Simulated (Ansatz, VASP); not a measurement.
**Two plane-wave programs on CaO**

```xyz
2
Lattice="0.0000 2.3843 2.3843 2.3843 0.0000 2.3843 2.3843 2.3843 0.0000" Properties=species:S:1:pos:R:3 pbc="T T T"
Ca    0.0000    0.0000    0.0000
O     2.3843    2.3843    2.3843
```

Alike in both runs: functional r2SCAN; k mesh 8 × 8 × 8; no spin polarisation.

Ansatz relaxed the structure, and its values are those at the end. VASP's run is a single point on that final structure, the one shown.

|  | VASP | Ansatz |
| --- | --- | --- |
| version | VASP 6.6.1 | Ansatz 0.2.0 |
| potentials or method | VASP PAW PBE potentials, release 64 (Ca_sv, O) | PAW with Ansatz's default frozen-core files, scalar-relativistic |
| plane-wave cutoff (eV) | 520 | 500 |
| occupations | gaussian, width 0.01 eV | fixed |
| valence electrons in the cell | 16 | 16 |

Ansatz gave:

```
pressure (GPa) : 2.0
```

**Question.** What did VASP give for the same quantities?

**Answer.** Pressure (GPa): 3.1.

Caveats: the PAW data sets were made with another functional, which shifts forces and pressure a little (VASP). A k mesh can miss the band edges.
